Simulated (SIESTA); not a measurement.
La2O3:

```
La O
1.0
     6.26678    0.00000    0.00000
    -3.13339    5.42719    0.00000
     0.00000    0.00000    3.29977
La O
2 3
Direct
  0.66667 0.33333 0.50000
  0.33333 0.66667 0.50000
  0.50801 0.00000 0.00000
  0.00000 0.50801 0.00000
  0.49199 0.49199 0.00000
```

The cell comes from a database or a generator and needn't be the stable form of this composition.

Base run:

- Program: SIESTA 5.4.2
- Functional: LDA
- Potentials or basis: PseudoDojo 0.4 standard (PBE and LDA files)
- Basis: DZP (energy shift 0.003 Ry; two zetas on semicore shells)
- Grid cutoff: 800 Ry
- Energy shift: 0.003 Ry
- k mesh: 5 × 5 × 8
- Occupations: fermi-dirac, width 0.05 eV
- Spin: no spin polarisation

Its results: band gap on the k mesh 1.10 eV, indirect (least direct gap 1.45 eV); pressure 2.5 GPa; largest force 0.044 eV/Å.

Task: The run is repeated on the same cell with these changes: functional from LDA to PBEsol; potentials or basis from PseudoDojo 0.4 standard (PBE and LDA files) to PseudoDojo 0.4 standard (PBEsol files). What comes out?

Result: Band gap on the k mesh 1.23 eV, indirect (least direct gap 1.54 eV); pressure 4.4 GPa; largest force 0.034 eV/Å.

Caveats: spin-orbit coupling is left out, which moves the levels of the heavy elements; the basis of atomic orbitals isn't converged, which shifts pressures, moduli and gaps; the potentials were made for another functional, which shifts forces and pressure (some runs).
